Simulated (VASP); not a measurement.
# HfB2 (P6/mmm) in VASP: further runs

Runs on HfB2. Level: PBE. Tasks: single point.

Program: VASP 6.6.1. These are calculated values, not measurements. Logs are shortened: lines on timing, memory, paths and dates and some standing lists are left out, and cuts for length are marked.

## Step 1: The structure

The structure is hexagonal, space group P6/mmm (No. 191). Conventional cell: a = 3.183 Å, b = 3.183 Å, c = 3.387 Å, α = 90.00°, β = 90.00°, γ = 120.00°. Hf (site symmetry 6/mmm) is surrounded by 12 B at 2.50 Å. B (site symmetry -6m2) has 3 B at 1.84 Å as nearest neighbours.

## Step 2: Single point, PBE

Contents of INCAR:

```
PREC = Accurate
ENCUT = 520
EDIFF = 1E-7
ISMEAR = 1
SIGMA = 0.1
LREAL = False
LASPH = True
NELM = 100
ALGO = Fast
ISIF = 2
LWAVE = False
LCHARG = True
GGA = PE
LELF = True
LVHAR = True
NBANDS = 15
```

Contents of KPOINTS:

```
Automatic mesh
0
Gamma
  12 12 9
```

Contents of POSCAR:

```
HfB2
1.0
    3.1830190444      0.0000000000      0.0000000000
   -1.5915095222      2.7565753553      0.0000000000
    0.0000000000      0.0000000000      3.3865700711
Hf B
1 2
Direct
    0.0000000000      0.0000000000      0.0000000000
    0.3333333333      0.6666666667      0.5000000000
    0.6666666667      0.3333333333      0.5000000000
```

Potentials or basis: VASP PAW PBE potentials, release 64 (Hf_pv, B).

Launch:

```bash
> cat potpaw_PBE.64/Hf_pv/POTCAR potpaw_PBE.64/B/POTCAR > POTCAR
> mpirun -np 1 vasp_std > vasp.out
```

OUTCAR:

```text
PREC = Accurate
   ENCUT = 520
   EDIFF = 1E-7
   ISMEAR = 1
   LREAL = False
   LASPH = True
   NELM = 100
   ISIF = 2
   GGA = PE

 ion  position               nearest neighbor table
   1  0.000  0.000  0.000-   2 2.50   3 2.50   2 2.50   3 2.50   3 2.50   3 2.50   2 2.50   2 2.50
                             3 2.50   3 2.50   2 2.50   2 2.50
   2  0.333  0.667  0.500-   3 1.84   3 1.84   3 1.84   1 2.50   1 2.50   1 2.50   1 2.50   1 2.50
                             1 2.50
   3  0.667  0.333  0.500-   2 1.84   2 1.84   2 1.84   1 2.50   1 2.50   1 2.50   1 2.50   1 2.50
                             1 2.50

  LATTYP: Found a hexagonal cell.
 ALAT       =     3.1830190444
 C/A-ratio  =     1.0639490446

  Lattice vectors:

 A1 = (   3.1830190444,   0.0000000000,   0.0000000000)
 A2 = (  -1.5915095222,   2.7565753553,   0.0000000000)
 A3 = (   0.0000000000,   0.0000000000,   3.3865700711)

Analysis of symmetry for initial positions (statically):
=====================================================================
 Subroutine PRICEL returns:
 Original cell was already a primitive cell.

 Routine SETGRP: Setting up the symmetry group for a
 hexagonal supercell.

 Subroutine GETGRP returns: Found 24 space group operations
 (whereof 24 operations were pure point group operations)
 out of a pool of 24 trial point group operations.

The static configuration has the point symmetry D_6h.

Analysis of symmetry for dynamics (positions and initial velocities):
=====================================================================
 Subroutine PRICEL returns:
 Original cell was already a primitive cell.

 Routine SETGRP: Setting up the symmetry group for a
 hexagonal supercell.

 Subroutine GETGRP returns: Found 24 space group operations
 (whereof 24 operations were pure point group operations)
 out of a pool of 24 trial point group operations.

The dynamic configuration has the point symmetry D_6h.

 Subroutine INISYM returns: Found 24 space group operations
 (whereof 24 operations are pure point group operations),
 and found     1 'primitive' translations

----------------------------------------------------------------------------------------

                                     Primitive cell

  volume of cell :      29.7146

  direct lattice vectors                    reciprocal lattice vectors
     3.183019044  0.000000000  0.000000000     0.314167143  0.181384485  0.000000000
    -1.591509522  2.756575355  0.000000000     0.000000000  0.362768969  0.000000000
     0.000000000  0.000000000  3.386570071     0.000000000  0.000000000  0.295284013

  length of vectors
     3.183019044  3.183019046  3.386570071     0.362768969  0.362768969  0.295284013

  position of ions in fractional coordinates (direct lattice)
     0.000000000  0.000000000  0.000000000
     0.333333333  0.666666667  0.500000000
     0.666666667  0.333333333  0.500000000

  ion indices of the primitive-cell ions
   primitive index   ion index
                 1           1
                 2           2
                 3           3

----------------------------------------------------------------------------------------

 KPOINTS: Automatic mesh

Automatic generation of k-mesh.
 Grid dimensions read from file:
 generate k-points for:   12   12    9

 Generating k-lattice:

  Cartesian coordinates                     Fractional coordinates (reciprocal lattice)
     0.026180595  0.015115374  0.000000000     0.083333333 -0.000000000  0.000000000
     0.000000000  0.030230747  0.000000000     0.000000000  0.083333333  0.000000000
     0.000000000  0.000000000  0.032809335     0.000000000  0.000000000  0.111111111

  Length of vectors
     0.030230747  0.030230747  0.032809335

  Shift w.r.t. Gamma in fractional coordinates (k-lattice)
     0.000000000  0.000000000  0.000000000

 Subroutine IBZKPT returns following result:
 ===========================================

 Found     95 irreducible k-points:

 Following reciprocal coordinates:
            Coordinates               Weight
  0.000000  0.000000  0.000000      1.000000
  0.083333  0.000000  0.000000      6.000000
  0.166667  0.000000  0.000000      6.000000
  0.250000  0.000000  0.000000      6.000000
  0.333333 -0.000000  0.000000      6.000000
  0.416667 -0.000000  0.000000      6.000000
[... 16 lines left out ...]
  0.250000  0.000000  0.111111     12.000000
  0.333333 -0.000000  0.111111     12.000000
 [... further k-points ...]
   k-points           NKPTS =     95   k-points in BZ     NKDIM =     95   number of bands    NBANDS=     15
   number of dos      NEDOS =    301   number of ions     NIONS =      3
   total plane-waves  NPLWV =  16128
   dimension x,y,z NGX =    24 NGY =   24 NGZ =   28
   dimension x,y,z NGXF=    48 NGYF=   48 NGZF=   56
   ions per type =               1   2
   NGX,Y,Z   is equivalent  to a cutoff of  12.53, 12.53, 13.75 a.u.
   NGXF,Y,Z  is equivalent  to a cutoff of  25.07, 25.07, 27.49 a.u.
 SYSTEM =  unknown system
   PREC   = accura    normal or accurate (medium, high low for compatibility)
   ISTART =      0    job   : 0-new  1-cont  2-samecut
   ICHARG =      2    charge: 1-file 2-atom 10-const
   ISPIN  =      1    spin polarized calculation?
   LNONCOLLINEAR =      F non collinear calculations
   LSORBIT =      F    spin-orbit coupling
   LASPH  =      T    aspherical Exc in radial PAW
   ENCUT  =  520.0 eV  38.22 Ry    6.18 a.u.   5.92  5.92  6.30*2*pi/ulx,y,z
   NELM   =    100;   NELMIN=  2; NELMDL= -5     # of ELM steps
   EDIFF  = 0.1E-06   stopping-criterion for ELM
   LREAL  =      F    real-space projection
   EDIFFG = 0.1E-05   stopping-criterion for IOM
   NSW    =      0    number of steps for IOM
   IBRION =     -1    ionic relax: 0-MD 1-quasi-New 2-CG
   NFREE  =      0    steps in history (QN), initial steepest desc. (CG)
   ISIF   =      2    stress and relaxation
   ISYM   =      2    0-nonsym 1-usesym 2-fastsym
   POTIM  = 0.5000    time-step for ionic-motion
   TEBEG  =    0.0;   TEEND  =   0.0 temperature during run
   PSTRESS=    0.0 pullay stress
   NELECT =      16.0000    total number of electrons
   NUPDOWN=      -1.0000    fix difference up-down
   EMIN   =  10.00;   EMAX   =-10.00  energy-range for DOS
   EFERMI =   0.00;   METHOD = LEGACY
   ISMEAR =     1;   SIGMA  =   0.10  broadening in eV -4-tet -1-fermi 0-gaus
   EFERMI_NEDOS =   21; number of points for ismear=-14 and -15
   IALGO  =     68    algorithm
   IMIX   =      4    mixing-type and parameters
     AMIX     =   0.40;   BMIX     =  1.00
     AMIX_MAG =   1.60;   BMIX_MAG =  1.00
  volume/ion in A,a.u.               =       9.90        66.84
  Fermi-wavevector in a.u.,A,eV,Ry     =   1.331860  2.516850 24.134693  1.773850
  Thomas-Fermi vector in A             =   2.460838
   LORBIT       =      0    0 simple, 1 ext, 2 COOP (PROOUT), +10 PAW based schemes
   GGA     = PE    functional components
   LHFCALC =     F    Hartree Fock is set to
   AEXX    =    0.0000 exact exchange contribution
   IVDW    =     0    specifies the selected vdW correction
   LEPSILON=     F    determine dielectric tensor
   LRPA    =     F    only Hartree local field effects (RPA)
 non-spin polarized calculation
 RMM-DIIS sequential band-by-band and
 Methfessel and Paxton  Order N= 1 SIGMA  =   0.10
  energy-cutoff  :      520.00
  volume of cell :       29.71
 maximum number of plane-waves:       811
 NGX is ok and might be reduce to    24
   NGX = 11   NGY = 11   NGZ = 13

 number of electron      16.0000003 magnetization

 Free energy of the ion-electron system (eV)
  ---------------------------------------------------
  ext. energy  EPLUGINS =         0.00000000
  ---------------------------------------------------
  free energy    TOTEN  =       -26.36381681 eV

  energy without entropy =      -26.36381786  energy(sigma->0) =      -26.36381716

 E-fermi :   7.8156     XC(G=0): -12.6024

 val. band max:        7.8142081908   @ k =   0.1667   0.1667   0.1111
 cond. band min:       7.8487346302   @ k =   0.0833   0.0000   0.3333
 fundamental gap:      0.0345264394
 Fermi energy:         7.8155674692

 k-point     1 :       0.0000    0.0000    0.0000
  band No.  band energies     occupation
      1     -22.8675      2.00000
      2     -22.4591      2.00000
      3     -22.4591      2.00000
      4      -6.0474      2.00000
      5       4.4892      2.00000
      6       4.4892      2.00000
      7       4.8615      2.00000
      8       5.2593      2.00000
      9      11.6917      0.00000
     10      11.6917      0.00000
     11      12.0649      0.00000
     12      12.3843      0.00000
     13      12.3843      0.00000
     14      12.7021      0.00000
     15      12.7021      0.00000

 k-point     2 :       0.0833    0.0000    0.0000
  band No.  band energies     occupation
      1     -22.8597      2.00000
      2     -22.5080      2.00000
      3     -22.4700      2.00000
      4      -5.8987      2.00000
      5       4.0794      2.00000
      6       4.4924      2.00000
      7       4.9870      2.00000
      8       5.1192      2.00000
      9      11.2362      0.00000
     10      11.5943      0.00000
     11      11.7003      0.00000
     12      11.9019      0.00000
     13      12.6736      0.00000
     14      13.5000      0.00000
     15      14.8947      0.00000

 k-point     3 :       0.1667    0.0000    0.0000
  band No.  band energies     occupation
      1     -22.8385      2.00000
      2     -22.6394      2.00000
      3     -22.4996      2.00000
      4      -5.4685      2.00000
      5       3.1040      2.00000
      6       4.4778      2.00000
      7       4.7853      2.00000
      8       5.2738      2.00000
      9      10.1818      0.00000
     10      11.3430      0.00000
     11      11.3589      0.00000
     12      12.0906      0.00000
     13      13.7303      0.00000
     14      14.2827      0.00000
     15      14.5348      0.00000
[... 343 lines left out ...]
 k-point    23 :       0.2500    0.0000    0.1111
  band No.  band energies     occupation
      1     -22.8497      2.00000
      2     -22.8070      2.00000
      3     -22.5358      2.00000
      4      -4.6365      2.00000
      5       1.8857      2.00000
      6       3.9433      2.00000
      7       4.3280      2.00000
      8       5.7009      2.00000
      9       9.6819     -0.00000
     10      10.2922      0.00000
     11      11.7490      0.00000
     12      12.5226      0.00000
     13      14.1258      0.00000
     14      15.2623      0.00000
     15      16.1246      0.00000

 k-point    24 :       0.3333   -0.0000    0.1111
  band No.  band energies     occupation
      1     -22.9767      2.00000
      2     -22.8170      2.00000
      3     -22.5753      2.00000
      4      -3.8113      2.00000
      5       0.6235      2.00000
      6       3.9900      2.00000
      7       4.1254      2.00000
      8       5.2603      2.00000
      9       9.9105      0.00000
     10      10.6644      0.00000
     11      11.3104      0.00000
     12      12.5840      0.00000
     13      14.6846      0.00000
     14      15.9718      0.00000
     15      18.1081      0.00000

 [... further k-points ...]
[... 5 lines left out ...]
  --------------------------------------------------------------------------------------
  -------------------------------------------------------------------------------------
  Total       -0.8476451     -0.8476451      1.9243531      0.0000000      0.0000000     -0.0000000
  in kB      -45.7041299    -45.7041299    103.7590927      0.0000000      0.0000000     -0.0000000
  external PRESSURE =       4.1169443 kB  Pullay stress =       0.0000000 kB

 VOLUME and BASIS-vectors are now :
 -----------------------------------------------------------------------------
  energy-cutoff  :      520.00
  volume of cell :       29.71
      direct lattice vectors                 reciprocal lattice vectors
     3.183019044  0.000000000  0.000000000     0.314167143  0.181384485  0.000000000
    -1.591509522  2.756575355  0.000000000     0.000000000  0.362768969  0.000000000
     0.000000000  0.000000000  3.386570071     0.000000000  0.000000000  0.295284013

 POSITION                                       TOTAL-FORCE (eV/Angst)
 -----------------------------------------------------------------------------------
      0.00000      0.00000      0.00000         0.000000      0.000000      0.000000
     -0.00000      1.83772      1.69329         0.000000     -0.000000      0.000000
      1.59151      0.91886      1.69329        -0.000000      0.000000     -0.000000
 -----------------------------------------------------------------------------------
    total drift:                               -0.000000      0.000000      0.000000

  FREE ENERGIE OF THE ION-ELECTRON SYSTEM (eV)
  ---------------------------------------------------
  free  energy   TOTEN  =       -26.3638168089 eV

  energy  without entropy=      -26.3638178637  energy(sigma->0) =      -26.36381716
```

Run time: 19 s. Hardware: 1 thread of Intel Xeon 6975P-C (Granite Rapids), shared host; peak memory 0.16 GiB.

What came out:

```
Free energy            : -26.3638 eV
Pressure               : 0.4 GPa
Band gap on the k mesh : none (metal or under the smearing width)
```

Stress tensor (GPa, compression positive):
```
-4.57  0.00  0.00
 0.00 -4.57  0.00
 0.00  0.00 10.38
```

## Step 3: Single point, PBE

Contents of INCAR:

```
SYSTEM = HfB2
PREC     = Accurate       ! precision mode
ENCUT    = 520            ! plane-wave cutoff, eV
EDIFF    = 1E-6           ! SCF threshold, eV
ISMEAR   = 1              ! smearing method
SIGMA    = 0.1            ! smearing width, eV
LREAL    = .False.        ! projectors in reciprocal space
LASPH    = .True.         ! aspherical terms in the spheres
NELM     = 100            ! most SCF steps
ALGO     = Normal         ! electronic algorithm
ISIF     = 2              ! what is computed and relaxed
LWAVE    = .False.        ! write WAVECAR
LCHARG   = .False.        ! write CHGCAR
GGA      = PE             ! functional
NBANDS   = 15             ! bands
```

Contents of KPOINTS:

```
Automatic mesh
0
Gamma
  12 12 9
  0 0 0
```

Contents of POSCAR:

```
HfB2
1.0
    3.1612168598      0.0000000000      0.0000000000
   -1.5806084299      2.7376941096      0.0000000000
    0.0000000000      0.0000000000      3.4334439423
Hf B
1 2
Direct
    0.0000000000      0.0000000000      0.0000000000
    0.3333333333      0.6666666667      0.5000000000
    0.6666666667      0.3333333333      0.5000000000
```

Potentials or basis: VASP PAW PBE potentials, release 64 (Hf_pv, B).

Launch:

```bash
> cat potpaw_PBE.64/Hf_pv/POTCAR potpaw_PBE.64/B/POTCAR > POTCAR
> mpirun -np 1 vasp_std > vasp.out
```

Run time: 14 s. Hardware: 1 thread of Intel Xeon 6975P-C (Granite Rapids), shared host; peak memory 0.17 GiB.

Results (log left out):

| Item | Value |
| --- | --- |
| Free energy | -26.3929 eV |
| Pressure | 0.6 GPa |
| Band gap on the k mesh | none (metal or under the smearing width) |

Stress tensor (GPa, compression positive):
```
-1.98  0.00  0.00
 0.00 -1.98  0.00
 0.00  0.00  5.89
```

Levels at points of the mesh, in eV from the Fermi level:
| k point | band 6 | band 7 | band 8 | band 9 | band 10 | band 11 |
| --- | --- | --- | --- | --- | --- | --- |
| (0.00, 0.00, 0.00) | -3.20 | -3.06 | -2.76 | 3.86 | 3.86 | 4.54 |
| (0.50, 0.00, 0.00) | -4.14 | -3.63 | -3.05 | 2.03 | 2.61 | 5.38 |

Spin-orbit coupling is left out, which matters for the levels of Hf.
